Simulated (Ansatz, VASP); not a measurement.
# GaN: VASP beside Ansatz, part 2 of 2

Wanted: the spread between two codes on one cell, functional and k mesh. The structure shown comes from an earlier Ansatz run, which isn't shown and may have moved the atoms alone.

VASP 6.6.1 and Ansatz 0.2.0.

So far: The starting structure; Ansatz: elastic constants, LDA.

**3. VASP: elastic constants, LDA**

Level of this step: LDA; plane waves and PAW (Ga_d, N) (VASP).

The same cell, functional (in two slightly different forms), mesh and smearing now go to VASP, with its own data sets.

Lines of VASP's logs that name or quote its potential files are left out, and so is its time.

INCAR

```
SYSTEM = GaN
PREC = Accurate
ENCUT = 600
EDIFF = 1E-08
NELM = 120
ISMEAR = 0
SIGMA = 0.02
LREAL = .FALSE.
ALGO = Normal
GGA = CA
NBANDS = 24
LORBIT = 11
LWAVE = .FALSE.
LCHARG = .FALSE.
ISIF = 3
IBRION = 6
NFREE = 2
POTIM = 0.015
NSW = 1
LASPH = .TRUE.
GGA_COMPAT = .FALSE.
EFERMI = MIDGAP
KPAR = 2
```

POSCAR

```
GaN
1.0
    3.1551262325      0.0000000000      0.0000000000
   -1.5775631162      2.7324194695      0.0000000000
    0.0000000000      0.0000000000      5.1506543270
Ga N
2 2
Direct
    0.3333333333      0.6666666667      0.0045573624
    0.6666666667      0.3333333333      0.5045573624
    0.3333333333      0.6666666667      0.3804426376
    0.6666666667      0.3333333333      0.8804426376
```

KPOINTS

```
Automatic mesh
0
Gamma
9 9 6
0 0 0
```

The projector-augmented-wave data sets are Ga_d and N (LDA family, release 64).

Started as:

```bash
mpirun -np 2 vasp_std
```

Numbers of over 12 decimals in the logs are rounded to 6 here.

Log:

```text
[banner, memory and clock lines left out]
running    2 mpi-ranks, on    1 nodes
 distrk:  each k-point on    1 cores,    2 groups
 distr:  one band on    1 cores,    1 groups

 POSCAR found type information on POSCAR GaN
 POSCAR found :  2 types and       4 ions
 LDA part: xc-table for (Slater(with rela. corr.)+CA(PZ))
 , standard interpolation
 POSCAR, INCAR and KPOINTS ok, starting setup
 FFT: planning ... GRIDC
 FFT: planning ... GRID_SOFT
 FFT: planning ... GRID
 WAVECAR not read
 entering main loop
       N       E                     dE             d eps       ncg     rms          rms(c)
DAV:   1     0.286794634597E+03    0.28679E+03   -0.19828E+04  2472   0.305E+03
DAV:   2     0.276442103599E+01   -0.28403E+03   -0.27140E+03  2568   0.547E+02
DAV:   3    -0.310732520267E+02   -0.33838E+02   -0.33518E+02  2776   0.148E+02
DAV:   4    -0.320437627963E+02   -0.97051E+00   -0.96912E+00  2776   0.277E+01
DAV:   5    -0.320629750688E+02   -0.19212E-01   -0.19207E-01  2832   0.352E+00    0.107E+01
DAV:   6    -0.279343913243E+02    0.41286E+01   -0.12811E+01  3992   0.551E+01    0.311E+00
DAV:   7    -0.279719369036E+02   -0.37546E-01   -0.13865E+00  2520   0.907E+00    0.257E+00
DAV:   8    -0.279333006686E+02    0.38636E-01   -0.27926E-01  3872   0.622E+00    0.109E+00
DAV:   9    -0.279106859926E+02    0.22615E-01   -0.84424E-02  3904   0.466E+00    0.318E-01
DAV:  10    -0.279114381213E+02   -0.75213E-03   -0.54386E-03  2496   0.592E-01    0.120E-01
DAV:  11    -0.279112062531E+02    0.23187E-03   -0.12557E-03  3680   0.646E-01    0.403E-02
DAV:  12    -0.279112197404E+02   -0.13487E-04   -0.12998E-04  2416   0.762E-02    0.504E-02
DAV:  13    -0.279112308848E+02   -0.11144E-04   -0.76123E-06  3784   0.201E-02    0.674E-02
DAV:  14    -0.279112244383E+02    0.64465E-05   -0.18306E-06  3704   0.277E-02    0.584E-02
DAV:  15    -0.279112187574E+02    0.56810E-05   -0.21553E-06  3672   0.126E-02    0.495E-02
DAV:  16    -0.279112139398E+02    0.48176E-05   -0.23413E-06  3848   0.143E-02    0.384E-02
DAV:  17    -0.279112079040E+02    0.60358E-05   -0.63409E-06  3944   0.285E-02    0.218E-02
DAV:  18    -0.279112058425E+02    0.20615E-05   -0.47822E-06  3800   0.207E-02    0.744E-03
DAV:  19    -0.279112055811E+02    0.26145E-06   -0.81514E-07  3648   0.745E-03    0.290E-03
DAV:  20    -0.279112055314E+02    0.49652E-07   -0.15544E-07  3552   0.352E-03    0.101E-03
DAV:  21    -0.279112055245E+02    0.69203E-08   -0.56337E-08  3200   0.218E-03
   1 F= -.27911206E+02 E0= -.27911206E+02  d E =0.000000E+00
[... from here on, the cycles between the ionic steps are left out ...]
   2 F= -.27898905E+02 E0= -.27898905E+02  d E =0.000000E+00
  13 F= -.27907658E+02 E0= -.27907658E+02  d E =0.000000E+00
  14 F= -.27909639E+02 E0= -.27909639E+02  d E =0.000000E+00
  15 F= -.27909639E+02 E0= -.27909639E+02  d E =0.000000E+00
  16 F= -.27908518E+02 E0= -.27908518E+02  d E =0.000000E+00
  17 F= -.27909159E+02 E0= -.27909159E+02  d E =0.000000E+00
  18 F= -.27909613E+02 E0= -.27909613E+02  d E =0.000000E+00
  19 F= -.27909613E+02 E0= -.27909613E+02  d E =0.000000E+00
  20 F= -.27909404E+02 E0= -.27909404E+02  d E =0.000000E+00
 Finite differences progress:
  Degree of freedom:  10/ 10
  Displacement:        1/  2
  Total:              19/ 20
 bond charge predicted
       N       E                     dE             d eps       ncg     rms          rms(c)
DAV:   1    -0.279063095413E+02    0.30944E-02   -0.31261E+00  3088   0.982E+00    0.209E-01
DAV:   2    -0.279091163258E+02   -0.28068E-02   -0.48593E-02  3896   0.327E+00    0.118E-01
DAV:   3    -0.279087631313E+02    0.35319E-03   -0.30744E-03  3360   0.560E-01    0.391E-02
DAV:   4    -0.279087681788E+02   -0.50474E-05   -0.49278E-04  3616   0.189E-01    0.178E-02
DAV:   5    -0.279087658220E+02    0.23568E-05   -0.21084E-05  3616   0.106E-01    0.108E-02
DAV:   6    -0.279087649382E+02    0.88380E-06   -0.48177E-06  3872   0.247E-02    0.248E-03
DAV:   7    -0.279087649451E+02   -0.69240E-08   -0.62530E-07  3232   0.964E-03    0.684E-04
DAV:   8    -0.279087649482E+02   -0.30395E-08   -0.96661E-08  4616   0.869E-03
  21 F= -.27908765E+02 E0= -.27908765E+02  d E =0.000000E+00
 Finite differences progress:
  Degree of freedom:  10/ 10
  Displacement:        2/  2
  Total:              20/ 20
```

Parts of OUTCAR (step 3):

```text
ion  position               nearest neighbor table
   1  0.333  0.667  0.005-   4 1.93   4 1.93   4 1.93   3 1.94
   2  0.667  0.333  0.505-   3 1.93   3 1.93   3 1.93   4 1.94
   3  0.333  0.667  0.380-   2 1.93   2 1.93   2 1.93   1 1.94
   4  0.667  0.333  0.880-   1 1.93   1 1.93   1 1.93   2 1.94

  LATTYP: Found a hexagonal cell.
 ALAT       =     3.1551262325
 C/A-ratio  =     1.6324717135

 Subroutine GETGRP returns: Found 12 space group operations
 (whereof  6 operations were pure point group operations)

The static configuration has the point symmetry C_3v.
 The point group associated with its full space group is C_6v.

 Found     48 irreducible k-points:

   k-points           NKPTS =     48   k-points in BZ     NKDIM =     48   number of bands    NBANDS=     24

   dimension x,y,z NGX =    28 NGY =   28 NGZ =   42
   dimension x,y,z NGXF=    56 NGYF=   56 NGZF=   84

   ENCUT  =  600.0 eV  44.10 Ry    6.64 a.u.   6.30  6.30 10.29*2*pi/ulx,y,z

   NELECT =      36.0000    total number of electrons

 k-points in reciprocal lattice and weights: Automatic mesh
   0.00000000  0.00000000  0.00000000       0.002
   0.11111111  0.00000000  0.00000000       0.012
   0.22222222  0.00000000  0.00000000       0.012
   0.33333333  0.00000000  0.00000000       0.012
   0.44444444  0.00000000  0.00000000       0.012
   0.11111111  0.11111111  0.00000000       0.012
   0.22222222  0.11111111  0.00000000       0.025
   0.33333333  0.11111111  0.00000000       0.025
   0.44444444  0.11111111  0.00000000       0.012
[...]
0.33333333  0.22222222  0.50000000       0.025
   0.33333333  0.33333333  0.50000000       0.004

 average (electrostatic) potential at core
       1 -64.3967       2 -64.4164       3 -61.6645       4 -61.6692

 E-fermi :   6.4507

 k-point     1 :       0.0000    0.0000    0.0000
  band No.  band energies     occupation
    ...
     14       4.3172      2.00000
     15       4.3172      2.00000
     16       5.3104      2.00000
     17       5.4018      2.00000
     18       5.4018      2.00000
     19       7.4995      0.00000
     20       9.7740      0.00000
     21      14.5599      0.00000
     22      15.2789      0.00000
     23      15.2789      0.00000
    ...

 k-point     2 :       0.1111    0.0000    0.0000
  band No.  band energies     occupation
    ...
     14       3.4316      2.00000
     15       4.0560      2.00000
     16       4.4473      2.00000
     17       5.1826      2.00000
     18       5.2883      2.00000
     19       8.3459      0.00000
     20      10.4871      0.00000
     21      14.1306      0.00000
     22      14.5828      0.00000
     23      15.5884      0.00000
    ...

 k-point     3 :       0.2222    0.0000    0.0000
  band No.  band energies     occupation
    ...
     14       1.6875      2.00000
     15       2.9058      2.00000
     16       3.4792      2.00000
     17       4.7629      2.00000
     18       4.9804      2.00000
     19       9.5323      0.00000
     20      11.3689      0.00000
     21      12.9312      0.00000
     22      14.0172      0.00000
     23      15.6072      0.00000
    ...

[...]
...
     14       2.3518      2.00000
     15       2.9966      2.00000
     16       3.8281      2.00000
     17       4.9184      2.00000
     18       4.9414      2.00000
     19       9.2926      0.00000
     20      11.4289      0.00000
     21      13.5559      0.00000
     22      13.5767      0.00000
     23      15.9516      0.00000
    ...

  Total       -0.0381151     -0.0381151      0.1531174     -0.0000000      0.0000000     -0.0000000
  in kB       -1.3752475     -1.3752475      5.5246990     -0.0000000      0.0000000     -0.0000000
  external PRESSURE =       0.9247347 kB  Pullay stress =       0.0000000 kB

  energy-cutoff  :      600.00
  volume of cell :       44.40
      direct lattice vectors                 reciprocal lattice vectors
     3.155126232  0.000000000  0.000000000     0.316944530  0.182988010  0.000000000
    -1.577563116  2.732419469  0.000000000     0.000000000  0.365976019  0.000000000
     0.000000000  0.000000000  5.150654327     0.000000000  0.000000000  0.194150090

 POSITION                                       TOTAL-FORCE (eV/Angst)
 -----------------------------------------------------------------------------------
     -0.00000      1.82161      0.02347        -0.000000      0.000000     -0.136561
      1.57756      0.91081      2.59880         0.000000     -0.000000     -0.097174
     -0.00000      1.82161      1.94453        -0.000000     -0.000000      0.309115
      1.57756      0.91081      4.53486         0.000000     -0.000000     -0.075380
 -----------------------------------------------------------------------------------
    total drift:                               -0.000000     -0.000000      0.000500

  FREE ENERGIE OF THE ION-ELECTRON SYSTEM (eV)
  ---------------------------------------------------
  free  energy   TOTEN  =       -27.9087649482 eV

  energy  without entropy=      -27.9087649482  energy(sigma->0) =      -27.90876495

  SYMMETRIZED ELASTIC MODULI (kBar)
 Direction    XX          YY          ZZ          XY          YZ          ZX
 --------------------------------------------------------------------------------
 XX        4340.8280   1078.6501    647.6461      0.0000      0.0000      0.0000
 YY        1078.6501   4340.8280    647.6461      0.0000     -0.0000      0.0000
 ZZ         647.6461    647.6461   4779.3637      0.0000      0.0000      0.0000
 XY           0.0000      0.0000      0.0000   1631.0890      0.0000      0.0000
 YZ           0.0000      0.0000      0.0000     -0.0000   1138.3856      0.0000
 ZX           0.0000     -0.0000      0.0000      0.0000      0.0000   1138.3856
 --------------------------------------------------------------------------------

 Eigenvectors and eigenvalues of the dynamical matrix
 ----------------------------------------------------

   1 f  =   20.961106 THz   131.702516 2PiTHz  699.187251 cm-1    86.688132 meV
             X         Y         Z           dx          dy          dz
     -0.000000  1.821613  0.023473    -0.000000   -0.000000    0.036993
      1.577563  0.910806  2.598801    -0.000000   -0.000000   -0.036993
     -0.000000  1.821613  1.959529    -0.000000   -0.000000   -0.706138
      1.577563  0.910806  4.534856     0.000000    0.000000    0.706138

   2 f  =   17.081353 THz   107.325308 2PiTHz  569.772615 cm-1    70.642769 meV
             X         Y         Z           dx          dy          dz
     -0.000000  1.821613  0.023473     0.158731    0.187302   -0.000000
      1.577563  0.910806  2.598801    -0.158731   -0.187302   -0.000000
     -0.000000  1.821613  1.959529     0.428720    0.505888    0.000000
      1.577563  0.910806  4.534856    -0.428720   -0.505888    0.000000

   3 f  =   17.081353 THz   107.325308 2PiTHz  569.772615 cm-1    70.642769 meV
             X         Y         Z           dx          dy          dz
     -0.000000  1.821613  0.023473     0.187302   -0.158731   -0.000000
      1.577563  0.910806  2.598801    -0.187302    0.158731   -0.000000
     -0.000000  1.821613  1.959529     0.505888   -0.428720    0.000000
      1.577563  0.910806  4.534856    -0.505888    0.428720    0.000000

   4 f  =   16.809375 THz   105.616416 2PiTHz  560.700387 cm-1    69.517957 meV
             X         Y         Z           dx          dy          dz
     -0.000000  1.821613  0.023473    -0.186927   -0.220572    0.000000
      1.577563  0.910806  2.598801    -0.186927   -0.220572    0.000000
     -0.000000  1.821613  1.959529     0.417199    0.492291   -0.000000
      1.577563  0.910806  4.534856     0.417199    0.492291   -0.000000

   5 f  =   16.809375 THz   105.616416 2PiTHz  560.700387 cm-1    69.517957 meV
             X         Y         Z           dx          dy          dz
     -0.000000  1.821613  0.023473     0.220572   -0.186927   -0.000000
      1.577563  0.910806  2.598801     0.220572   -0.186927   -0.000000
     -0.000000  1.821613  1.959529    -0.492291    0.417199    0.000000
      1.577563  0.910806  4.534856    -0.492291    0.417199    0.000000

   6 f  =   16.244447 THz   102.066870 2PiTHz  541.856422 cm-1    67.181604 meV
             X         Y         Z           dx          dy          dz
     -0.000000  1.821613  0.023473     0.000000    0.000000    0.289243
      1.577563  0.910806  2.598801     0.000000    0.000000    0.289243
     -0.000000  1.821613  1.959529    -0.000000   -0.000000   -0.645243
      1.577563  0.910806  4.534856    -0.000000   -0.000000   -0.645243

   7 f  =   10.115269 THz    63.556108 2PiTHz  337.409046 cm-1    41.833371 meV
             X         Y         Z           dx          dy          dz
     -0.000000  1.821613  0.023473     0.000000   -0.000000    0.706138
      1.577563  0.910806  2.598801    -0.000000   -0.000000   -0.706138
     -0.000000  1.821613  1.959529     0.000000   -0.000000    0.036993
      1.577563  0.910806  4.534856    -0.000000    0.000000   -0.036993

   8 f  =    4.164147 THz    26.164108 2PiTHz  138.900997 cm-1    17.221521 meV
             X         Y         Z           dx          dy          dz
     -0.000000  1.821613  0.023473    -0.428708   -0.505897   -0.000000
      1.577563  0.910806  2.598801     0.428708    0.505897   -0.000000
     -0.000000  1.821613  1.959529     0.158727    0.187305   -0.000000
      1.577563  0.910806  4.534856    -0.158727   -0.187305   -0.000000

   9 f  =    4.164147 THz    26.164108 2PiTHz  138.900997 cm-1    17.221521 meV
             X         Y         Z           dx          dy          dz
     -0.000000  1.821613  0.023473    -0.505897    0.428708   -0.000000
      1.577563  0.910806  2.598801     0.505897   -0.428708   -0.000000
     -0.000000  1.821613  1.959529     0.187305   -0.158727   -0.000000
      1.577563  0.910806  4.534856    -0.187305    0.158727   -0.000000

  10 f/i=    0.000905 THz     0.005687 2PiTHz    0.030190 cm-1     0.003743 meV
             X         Y         Z           dx          dy          dz
     -0.000000  1.821613  0.023473    -0.204565   -0.612012    0.000000
      1.577563  0.910806  2.598801    -0.204565   -0.612012    0.000000
     -0.000000  1.821613  1.959529    -0.091656   -0.274214    0.000000
      1.577563  0.910806  4.534856    -0.091656   -0.274214    0.000000

  11 f/i=    0.000905 THz     0.005687 2PiTHz    0.030190 cm-1     0.003743 meV
             X         Y         Z           dx          dy          dz
     -0.000000  1.821613  0.023473     0.612012   -0.204565    0.000000
      1.577563  0.910806  2.598801     0.612012   -0.204565    0.000000
     -0.000000  1.821613  1.959529     0.274214   -0.091656    0.000000
      1.577563  0.910806  4.534856     0.274214   -0.091656    0.000000

  12 f/i=    0.002070 THz     0.013008 2PiTHz    0.069058 cm-1     0.008562 meV
             X         Y         Z           dx          dy          dz
     -0.000000  1.821613  0.023473     0.000000   -0.000000   -0.645243
      1.577563  0.910806  2.598801     0.000000   -0.000000   -0.645243
     -0.000000  1.821613  1.959529     0.000000   -0.000000   -0.289243
      1.577563  0.910806  4.534856     0.000000   -0.000000   -0.289243

 ELASTIC MODULI CONTR FROM IONIC RELAXATION (kBar)
 Direction    XX          YY          ZZ          XY          YZ          ZX
 --------------------------------------------------------------------------------
 XX        -684.5940    308.8307    354.7956     -0.0000      0.0000     -0.0000
 YY         308.8307   -684.5940    354.7956     -0.0000      0.0000      0.0000
 ZZ         354.7956    354.7956   -669.9957      0.0000      0.0000      0.0000
 XY          -0.0000     -0.0000      0.0000   -496.7124     -0.0000      0.0000
 YZ           0.0000     -0.0000      0.0000     -0.0000   -186.3588     -0.0000
 ZX          -0.0000      0.0000      0.0000      0.0000     -0.0000   -186.3587
 --------------------------------------------------------------------------------

 TOTAL ELASTIC MODULI (kBar)
 Direction    XX          YY          ZZ          XY          YZ          ZX
 --------------------------------------------------------------------------------
 XX        3656.2339   1387.4808   1002.4417      0.0000      0.0000     -0.0000
 YY        1387.4808   3656.2339   1002.4417      0.0000      0.0000      0.0000
 ZZ        1002.4417   1002.4417   4109.3681      0.0000      0.0000      0.0000
 XY           0.0000      0.0000      0.0000   1134.3766     -0.0000      0.0000
 YZ           0.0000     -0.0000      0.0000     -0.0000    952.0268      0.0000
 ZX          -0.0000      0.0000      0.0000      0.0000      0.0000    952.0269
 --------------------------------------------------------------------------------

 total charge
# of ion       s       p       d       tot
------------------------------------------
    1        0.801   0.944  10.196  11.941
    2        0.801   0.944  10.196  11.941
    3        1.206   2.510   0.000   3.716
    4        1.206   2.510   0.000   3.716
--------------------------------------------------
tot          4.015   6.906  20.391  31.313
```

CONTCAR:

```
GaN
   1.00000000000000
     3.1551262324999998    0.0000000000000000    0.0000000000000000
    -1.5775631161999999    2.7324194694999999    0.0000000000000000
     0.0000000000000000    0.0000000000000000    5.1506543269999998
  Ga              N
     2     2
Direct
     0.3333333332999970    0.6666666667000030    0.0045573623999999
     0.6666666667000030    0.3333333332999970    0.5045573623999999
     0.3333333332999970    0.6666666667000030    0.3775303862533354
     0.6666666667000030    0.3333333332999970    0.8804426375999981
```

The last energy, forces, stress and levels in OUTCAR belong to the last displaced cell, not to the cell of POSCAR.

Levels, forces or a CONTCAR printed for this step are those of its last displaced cell, not of the structure at rest.

**4. Side by side**

Known differences besides the potentials themselves: the two LDA forms differ slightly; the cutoff is 290 eV in Ansatz and 600 eV in VASP; VASP's log shows a relativistic correction to its local exchange, Ansatz's none; VASP takes each elastic constant from one size of strain, Ansatz from those that its log lists; Ansatz's log warns that its cutoff lies below the recommended one. Total energies have different zeros and are not compared.

Compared:

```
 quantity  Ansatz   VASP  difference
C11 (GPa)   389.8  365.6     +6.61 %
C22 (GPa)   389.8  365.6     +6.61 %
C33 (GPa)   429.3  410.9     +4.46 %
C12 (GPa)   145.5  138.8     +4.88 %
C13 (GPa)   115.2  100.2    +14.89 %
C23 (GPa)   115.2  100.2    +14.89 %
C44 (GPa)    94.2   95.2     -1.01 %
C55 (GPa)    94.2   95.2     -1.01 %
C66 (GPa)   122.1  113.4     +7.66 %
```

**5. What came out**

```json
{
  "difference in C13 (elastic constants, LDA)": "15 %"
}
```

The difference in C13 is 15 % (elastic constants, LDA), beyond the 5 % picked in this series as the mark of a large difference. Ansatz's own log doubts the convergence of its elastic constants, LDA run, which may account for the difference. Such differences can come from data sets, numerical settings and the points named under the comparisons, not from the functional's error against experiment.

[Lines on the potential files, build, host, timing and source positions are cut from VASP's logs without a mark.]

[Logs are printed without paths, hosts, clocks, repeated set-up lines and the standing remarks that a program may print on its own settings, such as how far it seeks lower states.]

[Hosts, paths, dates, database ids (printed as entryN), source tags and the programs' standing remarks are cut or masked in the printed files.]
